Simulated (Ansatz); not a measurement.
# FeO (R-3m) in Ansatz: notebook

Runs on FeO. Level: LDA+U. Tasks: projected density of states.

All numbers are computed with Ansatz 0.2.0; they aren't measurements. Logs are shortened: lines on timing, memory, paths and dates and some standing lists are left out, and cuts for length are marked.

### Step 1. Starting point

The structure is trigonal, space group R-3m (No. 166). The conventional cell has a = 3.035 Å, b = 3.035 Å, c = 7.547 Å, α = 90.00°, β = 90.00°, γ = 120.00°. Fe (site symmetry -3m) has 6 O at 2.16 Å as nearest neighbours. Around O (site symmetry -3m) lie 6 Fe at 2.16 Å.

### Step 2. Projected density of states, LDA+U, collinear spin, ferromagnetic start

The input, input.yaml:

```yaml
crystal:
  lattice:
    - [1.51768211, 0.87623418, 2.51579458]
    - [-1.51768211, 0.87623418, 2.51579458]
    - [0.0, -1.75246835, 2.51579458]
  atoms:
    - { symbol: Fe, position: [0.0, 0.0, 0.0], spin: 3.0 }
    - { symbol: O, position: [0.5, 0.5, 0.5] }
hamiltonian:
  xc: lda
  pseudopotentials: { kind: paw }
  hubbard: { sites: [{ species: Fe, l: d, u_eff: 6.0 }] }
magnetization:
  spin_polarized: true
kpoints:
  mp_grid: { grid: [11, 11, 11] }
scf:
  occupations: { method: fermi_dirac, width: 0.05 }
  n_extra_bands: 6
output:
  forces: true
  stress: true
  eigenvalues: true
  dos: { projected: true, de: 0.05, nscf_kmesh: { grid: [17, 17, 17] } }
  write_density: true
  write_potential: true
  elf: true
  volumetric_format: npy
```

Potentials or basis: Ansatz PAW.

Launch:

```
$ ansatz run input.yaml --threads 2 --pin off --max-ram 5632MiB --backend cpu --events-out ev --progress --plain --runs-dir out
```

The program printed:

```text
Warning: RAYON_NUM_THREADS=2 ignored (pool sized by the plan → 2); use --threads N
Fe: projections on atomic orbitals take those of the free atom [Ne] 3s2 3p6 3d6 4s2, of charge +0.00 (hamiltonian.pseudopotentials.projection_atoms); the dataset's partial waves leave at most 1.1e-6 of an orbital's norm unspanned inside its sphere
O: projections on atomic orbitals take those of the free atom [He] 2s2 2p4, of charge +0.00 (hamiltonian.pseudopotentials.projection_atoms); the dataset's partial waves leave at most 1.9e-8 of an orbital's norm unspanned inside its sphere
scf.n_extra_bands = 6 over 11 filled bands (N_el = 22.0): the run solves 17 bands
Engine: ansatz 0.2.0, aarch64-unknown-linux-gnu
Pseudopotentials: kind: paw
Pseudopotential: Fe, paw, valence charge 16, recommended cutoff 420 eV (normal), Fe.paw.azcp
Pseudopotential: O, paw, valence charge 6, recommended cutoff 420 eV (normal), O.paw.azcp
Functional definition: SPW92
  exchange = slater_x
  correlation = pw_c
Crystal: 2 atoms, lattice volume = 20.074 Å³
Basis set: ecut = 420 eV, 399 PW (Γ)
Bands: 17, of which v1, the nominal top of the filled ones, is band 11 counted from 1 (10 counted from 0)
Symmetry: 12 space group operations
Space group: R-3m (ITA 166), of the structure as read, at distance tolerance 2.7e-5 Å
Magnetic group: BNS 166.97 (UNI 1327), of the structure as read, at distance tolerance 2.7e-5 Å
k-points: 146 of 1331
Non-local potential: Fe, projectors of the file, l = 0: 3, l = 1: 2, l = 2: 3, l = 3: 1
Non-local potential: O, projectors of the file, l = 0: 2, l = 1: 2, l = 2: 1
PAW form: soft (Blöchl's): semilocal exchange-correlation on the pseudo side does not see the compensation charge
PAW frozen core: Fe, regenerated for the run's functional, and the local potential with it (the file was generated under x = pbe(κ = 0.804, μ = 0.2195149727645171), c = pbe(β = 0.06672455060314922))
PAW frozen core: O, regenerated for the run's functional, and the local potential with it (the file was generated under x = pbe(κ = 0.804, μ = 0.2195149727645171), c = pbe(β = 0.06672455060314922))
PAW one-centre angular grid: Fe, 590 points (default); XC on 64 Gauss nodes
PAW one-centre angular grid: O, 110 points (default); XC on 64 Gauss nodes
Initial density: superposition of atomic densities (chi_scale 0.1, normalization cell, long waves kept (reshape's long-wave potential 0.00 eV rms))
Starting moments: Σ|m| = 3 μB on 1 of 2 sites
Initial wavefunctions: pseudopotential atomic-orbital guess
Functional: x = slater, c = lda
SCF iter   1: F=—  HF=-4971.664307 eV  |F-HF|=—  |Δ(HF+E_count)|=         —  Δρ=1.37e-1 (↑1.37e-1 ↓9.65e-2)  dr2=7.46e0  dr2_m=6.47e-1  M=3.685 μB ∫|m|=3.685 μB  β_m=1.00  ethr=3.10e-3  ⟨swp⟩=4.2  Hψ=20524  notcnv=0
preconditioner: auto → none  [metal: Δε(μ)=0.020 eV  Ē_g=14.088 eV  σ=0.050 eV  W_gap=0.10  n_scr=8 (ndim 8)  ℏωp=31.0 eV  f_vac=0.000  D(μ)=3.29/eV (n_scr^D=58)  sad-step TF]
SCF iter   2: F=—  HF=-4970.708830 eV  |F-HF|=—  |Δ(HF+E_count)|=   9.55e-1  Δρ=5.84e-2 (↑5.84e-2 ↓4.76e-2)  dr2=1.99e-1  dr2_m=4.45e-1  M=4.001 μB ∫|m|=4.003 μB  β_m=1.00  ethr=3.10e-3  ⟨swp⟩=3.2  Hψ=12476  notcnv=0  defer=131
SCF iter   3: F=—  HF=-4970.777977 eV  |F-HF|=—  |Δ(HF+E_count)|=   6.91e-2  Δρ=1.60e-2 (↑1.60e-2 ↓1.45e-2)  dr2=5.19e-2  dr2_m=6.98e-3  M=4.002 μB ∫|m|=4.006 μB  β_m=1.00  ethr=9.04e-4  ⟨swp⟩=2.0  Hψ=8462  notcnv=0  defer=131
SCF iter   4: F=—  HF=-4971.051229 eV  |F-HF|=—  |Δ(HF+E_count)|=   2.73e-1  Δρ=7.24e-3 (↑6.70e-3 ↓7.24e-3)  dr2=6.80e-3  dr2_m=1.72e-3  M=4.002 μB ∫|m|=4.008 μB  β_m=0.30  ethr=2.36e-4  ⟨swp⟩=2.4  Hψ=8528  notcnv=0  defer=132
Mixer restart at iter 4: flushing history
spin-set hold released at iteration 4 (site moments contracting): the magnetisation degrees of freedom join the quasi-Newton model from the next iteration; the mixer history was flushed
SCF iter   5: F=—  HF=-4971.204370 eV  |F-HF|=—  |Δ(HF+E_count)|=   1.53e-1  Δρ=7.46e-3 (↑4.62e-3 ↓7.46e-3)  dr2=4.75e-3  dr2_m=2.93e-3  M=4.002 μB ∫|m|=4.009 μB  β_m=0.65  ethr=3.09e-5  ⟨swp⟩=2.0  Hψ=9465  notcnv=0  defer=131
SCF iter   6: F=—  HF=-4971.414443 eV  |F-HF|=—  |Δ(HF+E_count)|=   2.10e-1  Δρ=1.55e-2 (↑6.29e-3 ↓1.55e-2)  dr2=3.02e-2  dr2_m=1.05e-2  M=4.002 μB ∫|m|=4.010 μB  β_m=0.82  ethr=2.16e-5  ⟨swp⟩=2.1  Hψ=9741  notcnv=0  defer=131
SCF iter   7: F=—  HF=-4971.485030 eV  |F-HF|=—  |Δ(HF+E_count)|=   7.06e-2  Δρ=1.55e-2 (↑4.48e-3 ↓1.55e-2)  dr2=2.61e-2  dr2_m=1.03e-2  M=4.002 μB ∫|m|=4.009 μB  β_m=0.91  ethr=2.16e-5  ⟨swp⟩=2.0  Hψ=11930  notcnv=0  defer=187
SCF iter   8: F=—  HF=-4971.561558 eV  |F-HF|=—  |Δ(HF+E_count)|=   7.65e-2  Δρ=1.07e-2 (↑5.77e-3 ↓1.07e-2)  dr2=2.98e-2  dr2_m=3.36e-3  M=4.000 μB ∫|m|=4.005 μB  β_m=0.84  ethr=2.16e-5  ⟨swp⟩=2.3  Hψ=9749  notcnv=0  defer=185
SCF iter   9: F=—  HF=-4971.588041 eV  |F-HF|=—  |Δ(HF+E_count)|=   2.65e-2  Δρ=7.19e-3 (↑6.40e-3 ↓7.19e-3)  dr2=1.75e-2  dr2_m=1.37e-3  M=4.000 μB ∫|m|=4.003 μB  β_m=0.74  ethr=2.16e-5  ⟨swp⟩=2.1  Hψ=11778  notcnv=0  defer=276
[... 3 lines left out ...]
[... 16 lines left out ...]
[... 3 lines left out ...]
SCF 2 converged in 7 iterations: F = -4972.454397 eV  dr2 = 1.86e-9
[... 1 line left out ...]
preconditioner: auto → none  [insulator: Δε(μ)=1.396 eV  Ē_g=15.211 eV  σ=0.050 eV  W_gap=1.00  n_scr=8 (ndim 8)  ℏωp=31.0 eV  f_vac=0.000  D(μ)=0.00/eV (n_scr^D=0)  ε∞_Penn≈5.2]
[... 2 lines left out ...]
SCF iter   4: F=—  HF=-4972.445001 eV  |F-HF|=—  |Δ(HF+E_count)|=   5.48e-5  Δρ=5.32e-5 (↑4.55e-5 ↓5.32e-5)  dr2=9.18e-7  dr2_m=8.02e-8  M=4.000 μB ∫|m|=4.000 μB  ethr=3.91e-7  ⟨swp⟩=1.0  Hψ=27817  notcnv=0
SCF iter   5: F=-4972.445000 eV  HF=-4972.445000 eV  |F-HF|=2.79e-8  |Δ(HF+E_count)|=   2.73e-7  Δρ=1.05e-5 (↑1.05e-5 ↓4.84e-6)  dr2=2.42e-8  dr2_m=1.87e-9  M=4.000 μB ∫|m|=4.000 μB  ethr=4.55e-10  ⟨swp⟩=1.7  Hψ=32540  notcnv=0
SCF iter   6: F=-4972.445000 eV  HF=-4972.445000 eV  |F-HF|=2.78e-8  |Δ(HF+E_count)|=  9.55e-11  Δρ=1.05e-5 (↑1.05e-5 ↓4.85e-6)  dr2=2.41e-8  dr2_m=1.86e-9  M=4.000 μB ∫|m|=4.000 μB  ethr=1.10e-10  ⟨swp⟩=1.0  Hψ=37397  notcnv=0
SCF 3 converged in 6 iterations: F = -4972.445000 eV  dr2 = 2.41e-8
iter 1 solved again at ethr=5.06e-9 eV; its pass at ethr=3.10e-3 eV (dr2=1.11e-6 eV) is discarded
SCF iter   1: F=—  HF=-4972.454397 eV  |F-HF|=—  |Δ(HF+E_count)|=         —  Δρ=3.13e-6 (↑3.13e-6 ↓1.65e-6)  dr2=1.84e-9  dr2_m=2.22e-10  M=4.000 μB ∫|m|=4.003 μB  β_m=0.30  ethr=5.06e-9  ⟨swp⟩=3.0  Hψ=89531  notcnv=0
preconditioner: auto → none  [insulator: Δε(μ)=1.228 eV  Ē_g=15.127 eV  σ=0.050 eV  W_gap=1.00  n_scr=8 (ndim 8)  ℏωp=31.0 eV  f_vac=0.000  D(μ)=0.00/eV (n_scr^D=0)  ε∞_Penn≈5.2]
SCF iter   2: F=-4972.454397 eV  HF=-4972.454397 eV  |F-HF|=3.82e-11  |Δ(HF+E_count)|=  2.76e-10  Δρ=1.12e-6 (↑1.12e-6 ↓8.14e-7)  dr2=1.22e-10  dr2_m=9.70e-11  M=4.000 μB ∫|m|=4.003 μB  ethr=8.34e-12  ⟨swp⟩=8.0  Hψ=64231  notcnv=0
SCF 4 converged in 2 iterations: F = -4972.454397 eV  dr2 = 1.22e-10
Symmetry: 2 space group operations
k-points: 666 of 1331
Initial wavefunctions: those read from a saved state, or passed on in memory by an earlier step or the calling program
iter 1 solved again at ethr=1.00e-12 eV; its pass at ethr=4.55e-6 eV (dr2=1.22e-10 eV) is discarded
SCF iter   1: F=—  HF=-4972.454397 eV  |F-HF|=—  |Δ(HF+E_count)|=         —  Δρ=1.12e-6 (↑1.12e-6 ↓8.14e-7)  dr2=1.22e-10  dr2_m=9.70e-11  M=4.000 μB ∫|m|=4.003 μB  ethr=1.00e-12  ⟨swp⟩=1.0  Hψ=131799  notcnv=0
SCF iter   2: F=—  HF=-4972.454367 eV  |F-HF|=—  |Δ(HF+E_count)|=   3.03e-5  Δρ=1.36e-4 (↑1.36e-4 ↓1.06e-4)  dr2=4.06e-6  dr2_m=6.65e-8  M=4.000 μB ∫|m|=4.003 μB  ethr=4.55e-6  ⟨swp⟩=1.0  Hψ=93493  notcnv=0
SCF iter   3: F=-4972.454397 eV  HF=-4972.454397 eV  |F-HF|=7.13e-9  |Δ(HF+E_count)|=   3.04e-5  Δρ=5.58e-6 (↑5.08e-6 ↓5.58e-6)  dr2=7.49e-9  dr2_m=1.44e-10  M=4.000 μB ∫|m|=4.003 μB  ethr=4.55e-10  ⟨swp⟩=1.4  Hψ=52365  notcnv=0
an SCF along what the orbitals of the run's state read of its open shells (or to have them read: on a GPU, or by another smearing), with 10 of the crystal's symmetry operations given up (666 k-points in place of 146), reached no lower state that the run goes on to. This is no proof of a minimum
NSCF: frozen V_eff on 1305 k-points
SCF converged after 2 iterations
Stability not told: the SCF's own minimisation came to no verdict on its close; the lowest value that the minimisation read is 2.5e-2 (residual 1.4e-4): no lower mode is shown, and none is ruled out
Magnetization: 4.0000 μB (13.0000 up, 9.0000 down)
Absolute magnetization: 4.0025 μB (∫|ρ↑−ρ↓|, with the PAW one-centre terms)
Spin contamination: 0.0049 ħ² per cell (⟨S²⟩ above its minimum at these occupations)
Per-site moments (μB) at R_I (Å): [(3.4919411811545658, 0.8898391749306156), (0.18413673230138455, 0.8898391749306156)]
Free energy (F): -4972.454397 eV
Harris-Foulkes:  -4972.454397 eV  (|F-HF|=3.82e-11)
Internal energy: -4972.454397 eV  (E = F + TS)
E sigma→0 (E₀):  -4972.454397 eV
Entropy (-TS):   -0.000000 eV (-0.000 meV/atom)
Fermi energy:    13.716798 eV
--- Per-component energies (eV) ---
  E_band       = -287.630806
  E_kinetic    = 513.831501
  E_local      = -2605.348580  (includes V_loc(G=0)·N_el)
  E_nonlocal   = 286.565248
  E_hartree    = 1058.031991
  E_xc         = -185.571714
  E_vxc        = -239.543673  (∫ρ·V_xc dr)
  E_hubbard    = 0.865035  (on-site DFT+U / exact-exchange correction)
  E_vhub       = -17.007163  (the Hubbard potential's part of the band-sum identity)
  E_paw        = -1457.876625  (= ΣΔE_a)
  E_vpaw       = -342.195877  (= ΣTr[D̂ρ^β])
  E_aug_tail   = 0.003366  (compensation charges beyond the density's cutoff)
  E_ewald      = -2583.453077
  E_core_change = 0.498457  (= ΣΔE_core)
  E_smearing   = -0.000000  (= −TS)
  E_closure    = 0.000000  (closes the sum)
  Σ components = -4972.454397   (vs F -4972.454397, Δ=0.00e0)
--- Forces (eV/Å), atoms counted from 1 ---
  atom   1  Fe     0.00000000     0.00000000     0.00000000
  atom   2  O      0.00000000     0.00000000     0.00000000
  max |Σ_I F_I| component: 0.00e0 eV/Å
--- Stress (GPa, compression-positive) ---
        1.985170       0.000000       0.000000
        0.000000      -4.387544       1.568894
        0.000000       1.568968      -0.808905
  P = ⅓ Tr σ = -1.0704 GPa (-10.704 kbar)
--- Band table (eV; the first three rows and the last of 732) ---
  k-point 0 ↑: bands = ["-75.0749", "-42.0858", "-41.9227", "-40.3932", "-5.9759", "6.6103", "6.6668", "7.5382", "7.5926", "8.1892", "10.6812", "10.7619", "10.7933", "14.2555", "29.1040", "30.5217", "30.8873"]
  k-point 1 ↑: bands = ["-75.0745", "-42.0864", "-41.9233", "-40.3979", "-5.8842", "6.5509", "6.6091", "7.4567", "7.5209", "7.9963", "10.3508", "10.9306", "11.0188", "14.8951", "27.9316", "30.3301", "30.6502"]
  k-point 2 ↑: bands = ["-75.0738", "-42.0878", "-41.9249", "-40.4105", "-5.6282", "6.3022", "6.3706", "7.2881", "7.4347", "7.4972", "9.9293", "11.4832", "11.5453", "16.1428", "25.9932", "29.3736", "29.6423"]
  k-point 365 ↓: bands = ["-70.9731", "-37.8479", "-37.7354", "-36.9823", "-4.3022", "6.5572", "9.3146", "9.7353", "12.0768", "16.8238", "17.0021", "18.3115", "18.6308", "19.4982", "23.4379", "26.8095", "27.7871"]
Occupation matrices written to <dir>
```

Wall time 2.4 min (2 threads of Arm Neoverse V2, shared host); peak memory 1.5 GiB.

What came out:

```
Free energy            : -4972.4544 eV
Pressure               : -1.1 GPa
Band gap on the k mesh : 1.23 eV, indirect (least direct gap 3.07 eV)
Net moment             : 4.00 μB per cell
Absolute moment        : 4.00 μB per cell
Site moments           : Fe +3.49; O +0.18 μB
```

Stress tensor (GPa, compression positive):
```
 1.99  0.00  0.00
 0.00 -4.39  1.57
 0.00  1.57 -0.81
```

Levels at points of the mesh, in eV from the valence-band top:
Spin up:
```csv
k point,band 9,band 10,band 11,band 12,band 13,band 14,band 15,band 16,band 17
"(0.00, 0.00, 0.00)",-5.44,-4.84,-2.35,-2.27,-2.23,1.23,16.08,17.49,17.86
```
Spin down:
| k point | band 5 | band 6 | band 7 | band 8 | band 9 | band 10 | band 11 | band 12 | band 13 | band 14 |
| --- | --- | --- | --- | --- | --- | --- | --- | --- | --- | --- |
| (0.00, 0.00, 0.00) | -18.60 | -2.41 | -1.96 | -1.90 | -1.85 | 2.05 | 2.76 | 2.83 | 3.56 | 3.62 |

States per cell in windows of 0.5 eV (zero at the valence-band top; states under -8 eV left out):
| from (eV) | up | down | Fe 3d down | Fe 3d up | O 2p down | O 2p up | Fe 4s up | Fe 4s down |
| --- | --- | --- | --- | --- | --- | --- | --- | --- |
| -8.0 | 0.36 | 0.00 | 0.00 | 0.21 | 0.00 | 0.12 | 0.03 | 0.00 |
| -7.5 | 0.83 | 0.01 | 0.00 | 0.58 | 0.00 | 0.21 | 0.02 | 0.00 |
| -7.0 | 1.12 | 0.03 | 0.01 | 0.82 | 0.02 | 0.28 | 0.01 | 0.01 |
| -6.5 | 0.48 | 0.13 | 0.02 | 0.37 | 0.08 | 0.10 | 0.00 | 0.02 |
| -6.0 | 0.62 | 0.36 | 0.05 | 0.58 | 0.25 | 0.03 | 0.00 | 0.05 |
| -5.5 | 0.50 | 0.34 | 0.04 | 0.45 | 0.26 | 0.04 | 0.00 | 0.03 |
| -5.0 | 0.41 | 0.18 | 0.03 | 0.37 | 0.13 | 0.03 | 0.00 | 0.01 |
| -4.5 | 0.57 | 0.31 | 0.06 | 0.51 | 0.23 | 0.04 | 0.00 | 0.01 |
| -4.0 | 0.39 | 0.44 | 0.09 | 0.19 | 0.33 | 0.16 | 0.03 | 0.01 |
| -3.5 | 0.55 | 0.89 | 0.16 | 0.22 | 0.72 | 0.26 | 0.04 | 0.00 |
| -3.0 | 0.42 | 0.24 | 0.04 | 0.16 | 0.20 | 0.22 | 0.02 | 0.00 |
| -2.5 | 0.38 | 0.08 | 0.02 | 0.09 | 0.06 | 0.27 | 0.00 | 0.00 |
| -2.0 | 0.37 | 0.20 | 0.15 | 0.09 | 0.04 | 0.26 | 0.01 | 0.00 |
| -1.5 | 0.32 | 0.51 | 0.40 | 0.08 | 0.11 | 0.23 | 0.00 | 0.00 |
| -1.0 | 0.31 | 0.29 | 0.20 | 0.07 | 0.08 | 0.23 | 0.00 | 0.00 |
| -0.5 | 0.25 | 0.00 | 0.00 | 0.06 | 0.00 | 0.19 | 0.00 | 0.00 |
| 0.0 | 0.00 | 0.00 | 0.00 | 0.00 | 0.00 | 0.00 | 0.00 | 0.00 |
| 0.5 | 0.00 | 0.00 | 0.00 | 0.00 | 0.00 | 0.00 | 0.00 | 0.00 |
| 1.0 | 0.00 | 0.00 | 0.00 | 0.00 | 0.00 | 0.00 | 0.00 | 0.00 |
| 1.5 | 0.00 | 0.00 | 0.00 | 0.00 | 0.00 | 0.00 | 0.00 | 0.00 |
| 2.0 | 0.01 | 0.00 | 0.00 | 0.00 | 0.00 | 0.00 | 0.00 | 0.00 |
| 2.5 | 0.01 | 0.12 | 0.11 | 0.00 | 0.00 | 0.00 | 0.01 | 0.01 |
| 3.0 | 0.02 | 0.70 | 0.64 | 0.00 | 0.02 | 0.00 | 0.01 | 0.02 |
| 3.5 | 0.03 | 0.91 | 0.83 | 0.00 | 0.04 | 0.01 | 0.01 | 0.02 |
| 4.0 | 0.04 | 0.97 | 0.86 | 0.00 | 0.04 | 0.01 | 0.02 | 0.03 |
| 4.5 | 0.05 | 0.76 | 0.65 | 0.00 | 0.05 | 0.01 | 0.03 | 0.02 |
| 5.0 | 0.09 | 0.50 | 0.39 | 0.00 | 0.07 | 0.02 | 0.04 | 0.02 |
| 5.5 | 0.10 | 0.17 | 0.11 | 0.00 | 0.04 | 0.02 | 0.04 | 0.02 |
| 6.0 | 0.14 | 0.09 | 0.02 | 0.00 | 0.02 | 0.02 | 0.07 | 0.03 |
| 6.5 | 0.16 | 0.10 | 0.02 | 0.00 | 0.02 | 0.02 | 0.09 | 0.03 |
| 7.0 | 0.14 | 0.12 | 0.01 | 0.00 | 0.02 | 0.01 | 0.07 | 0.04 |
| 7.5 | 0.11 | 0.18 | 0.01 | 0.00 | 0.02 | 0.01 | 0.06 | 0.10 |

Eigenvalues of the final occupation matrices:
```
  site  spin  trace               eigenvalues
site 1     1   4.99  1.00 1.00 1.00 1.00 1.00
site 1     2   1.26  0.04 0.04 0.10 0.10 0.98
```

Caveat: the magnetic or orbital state may not be the lowest; odd divisions of the mesh miss points on the zone boundary, where band edges often lie, so the gap on the mesh can be too wide; the pressure holds a Pulay correction of +0.9 GPa for the finite cutoff; a cell with one magnetic atom can't hold antiferromagnetic order, which such compounds often take; the PAW data sets come from PBE, with cores solved anew for the run's functional, which leaves a small shift of forces and pressure; the density of states is complete only up to the lowest level of the last band computed. A k mesh can miss the band edges.

### Step 3. Projected density of states, LDA+U, collinear spin, ferromagnetic start

Changes to input.yaml since step 2:

```diff
@@ -11,3 +11,3 @@
   pseudopotentials: { kind: paw }
-  hubbard: { sites: [{ species: Fe, l: d, u_eff: 6.0 }] }
+  hubbard: { sites: [{ species: Fe, l: d, u_eff: 8.0 }] }
 magnetization:
```

Potentials or basis: Ansatz PAW.

Launch:

```
$ ansatz run input.yaml --threads 2 --pin off --max-ram 5632MiB --backend cpu --events-out ev --progress --plain --runs-dir out
```

Wall time 2.5 min (2 threads of Arm Neoverse V2, shared host); peak memory 1.5 GiB.

Results (log left out):

```
Free energy            : -4972.1918 eV
Pressure               : 2.0 GPa
Band gap on the k mesh : 1.40 eV, indirect (least direct gap 3.03 eV)
Net moment             : 4.00 μB per cell
Absolute moment        : 4.00 μB per cell
Site moments           : Fe +3.52; O +0.15 μB
```

Stress tensor (GPa, compression positive):
```
 5.15  0.00  0.00
 0.00 -1.59  1.26
 0.00  1.26  2.38
```

Levels at points of the mesh, in eV from the valence-band top:
Spin up:
```tsv
k point	band 10	band 11	band 12	band 13	band 14	band 15	band 16	band 17
(0.00, 0.00, 0.00)	-5.74	-2.08	-2.00	-1.96	1.40	16.21	17.62	17.98
```
Spin down:
| k point | band 7 | band 8 | band 9 | band 10 | band 11 | band 12 |
| --- | --- | --- | --- | --- | --- | --- |
| (0.00, 0.00, 0.00) | -1.75 | -1.70 | -1.63 | 2.22 | 3.81 | 3.89 |

States per cell in windows of 1 eV (zero at the valence-band top; states under -8 eV left out):
| from (eV) | up | down | Fe 3d down | Fe 3d up | O 2p down | O 2p up | Fe 4s up | Fe 4s down |
| --- | --- | --- | --- | --- | --- | --- | --- | --- |
| -8.0 | 2.05 | 0.02 | 0.01 | 1.68 | 0.01 | 0.33 | 0.02 | 0.00 |
| -7.0 | 1.18 | 0.14 | 0.04 | 1.07 | 0.08 | 0.09 | 0.00 | 0.02 |
| -6.0 | 1.08 | 0.70 | 0.12 | 1.00 | 0.48 | 0.05 | 0.00 | 0.08 |
| -5.0 | 0.16 | 0.49 | 0.13 | 0.07 | 0.33 | 0.08 | 0.01 | 0.02 |
| -4.0 | 0.98 | 1.08 | 0.28 | 0.29 | 0.76 | 0.55 | 0.09 | 0.01 |
| -3.0 | 0.63 | 0.88 | 0.29 | 0.10 | 0.57 | 0.48 | 0.01 | 0.01 |
| -2.0 | 0.72 | 0.70 | 0.37 | 0.11 | 0.31 | 0.57 | 0.01 | 0.01 |
| -1.0 | 0.53 | 0.00 | 0.00 | 0.09 | 0.00 | 0.42 | 0.00 | 0.00 |
| 0.0 | 0.00 | 0.00 | 0.00 | 0.00 | 0.00 | 0.00 | 0.00 | 0.00 |
| 1.0 | 0.00 | 0.00 | 0.00 | 0.00 | 0.00 | 0.00 | 0.00 | 0.00 |
| 2.0 | 0.02 | 0.01 | 0.00 | 0.00 | 0.00 | 0.00 | 0.01 | 0.00 |
| 3.0 | 0.04 | 0.21 | 0.16 | 0.00 | 0.01 | 0.01 | 0.02 | 0.02 |
| 4.0 | 0.08 | 1.72 | 1.54 | 0.00 | 0.06 | 0.02 | 0.04 | 0.05 |
| 5.0 | 0.18 | 1.74 | 1.50 | 0.00 | 0.10 | 0.03 | 0.08 | 0.06 |
| 6.0 | 0.29 | 0.58 | 0.41 | 0.00 | 0.09 | 0.04 | 0.15 | 0.04 |
| 7.0 | 0.26 | 0.30 | 0.06 | 0.00 | 0.05 | 0.03 | 0.14 | 0.11 |

Eigenvalues of the final occupation matrices:
```
  site  spin  trace               eigenvalues
site 1     1   4.99  1.00 1.00 1.00 1.00 1.00
site 1     2   1.22  0.03 0.03 0.09 0.09 0.99
```

Caveat: the magnetic or orbital state may not be the lowest; odd divisions of the mesh miss points on the zone boundary, where band edges often lie, so the gap on the mesh can be too wide; the pressure holds a Pulay correction of +0.9 GPa for the finite cutoff; a cell with one magnetic atom can't hold antiferromagnetic order, which such compounds often take; the PAW data sets come from PBE, with cores solved anew for the run's functional, which leaves a small shift of forces and pressure; the density of states is complete only up to the lowest level of the last band computed.
